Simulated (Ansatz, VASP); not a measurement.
**Zn: VASP beside Ansatz**

INCAR

```
SYSTEM = Zn
PREC = Accurate ; ENCUT = 520
EDIFF = 1E-6 ; ISMEAR = 0
SIGMA = 0.15 ; LREAL = .False.
LASPH = .True. ; NELM = 80
ALGO = Fast ; ISIF = 2
LWAVE = .False. ; LCHARG = .False.
GGA = PS ; NBANDS = 12
```

Contents of KPOINTS:

```
Automatic mesh
0
Gamma
  22 22 22
  0 0 0
```

The input POSCAR:

```
Zn
1.0
    0.0000000000      1.9647760000      1.9647760000
    1.9647760000      0.0000000000      1.9647760000
    1.9647760000      1.9647760000      0.0000000000
Zn
1
Direct
    0.0000000000      0.0000000000      0.0000000000
```

Input for Ansatz:

```yaml
crystal:
  lattice:
    - [0.0, 1.964776, 1.964776]
    - [1.964776, 0.0, 1.964776]
    - [1.964776, 1.964776, 0.0]
  atoms:
    - { symbol: Zn, position: [0.0, 0.0, 0.0] }
basis:
  ecutwfc: 420
kpoints:
  mp_grid: { grid: [22, 22, 22] }
hamiltonian:
  xc: pbesol
scf:
  occupations: { method: gaussian, width: 0.15 }
output:
  forces: true
  stress: true
  eigenvalues: true
```

This isn't the form of Zn at room conditions, which is hcp.

Alike in both runs: task single point; functional PBEsol; k mesh 22 × 22 × 22; occupations gaussian, width 0.15 eV; no spin polarisation.

|  | VASP | Ansatz |
| --- | --- | --- |
| version | VASP 6.6.1 | Ansatz 0.2.0 |
| potentials or method | VASP PAW PBE potentials, release 64 (Zn) | scalar-relativistic, plane waves, PAW |
| plane-wave cutoff (eV) | 520 | 420 |
| valence electrons in the cell | 12 | 12 |

```csv
,VASP,Ansatz,Ansatz less VASP
gap on the k mesh at the Fermi level (eV),none,none,-
pressure (GPa),-4.7,-5.1,-0.35
```

A gap of «none» marks a metal or a gap that the smearing closes.

Caveats: the PAW data sets were made with another functional, which shifts forces and pressure a little (VASP).
